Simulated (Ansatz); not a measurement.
Runs of Ansatz 0.2.0 on CuO. The typed cell holds 8 atoms: a = 2.900 Å, b = 5.544 Å, c = 5.643 Å, α = 113.11°, β = 101.64°, γ = 92.01°. 

```csv
task,level,U,cell,k mesh,cutoff (eV),hubbard projectors,double counting,points for each segment of the path,mesh quality,gap on the mesh (eV),pressure (GPa),relaxed volume (Å³/atom),largest force (eV/Å)
relaxation of cell and atoms,LDA+U,Cu d U = 4.5 eV,relaxed,9 × 5 × 5,420,ortho-atomic (the default),fll (the default),-,not flagged,none,0.0,10.85,-
single point,PBE,-,as given,9 × 5 × 5,600,-,-,-,not flagged,none,55.8,-,16.28
relaxation of cell and atoms,PBEsol+U,Cu d U = 5.3 eV,relaxed,9 × 5 × 5,420,ortho-atomic (the default),fll (the default),-,not flagged,none,0.0,(a),-
single point,PBE,-,as given,3 × 2 × 2,420,-,-,-,coarse,none,56.0,-,16.28
band structure,PBEsol,-,as given,9 × 5 × 5,420,-,-,10,not flagged,none,46.9,-,15.62
single point,PBE,-,as given,9 × 5 × 5,350,-,-,-,not flagged,none,55.9,-,16.28
```

Alike in all rows: potentials or basis Ansatz PAW; no spin polarisation; smearing fermi-dirac 0.05 eV.

Problem. Estimate the missing entries.

Solution. (a) 11.43.

Caveats: some runs use coarse meshes; the run has no spin polarisation, though such a crystal can be magnetic; a pressure of tens of GPa on the cell as given is suspect, and the run, the potentials or the cell itself is likely at fault (some runs); semilocal functionals often make such compounds metallic where correlation or magnetic order opens a gap, which also shifts bond lengths (some runs); forces of over 1 eV/Å show positions far from the minimum, so gaps and moduli don't describe the material at rest (some runs); the PAW data sets come from PBE, with cores solved anew for the run's functional, which leaves a small shift of forces and pressure (some runs); the electronic state changed during the relaxation (some runs); the plane-wave basis is chosen anew once the cell has moved, so the energies of steps on either side of that aren't comparable (some runs).

A gap of «none» marks a metal or a gap under the smearing width.
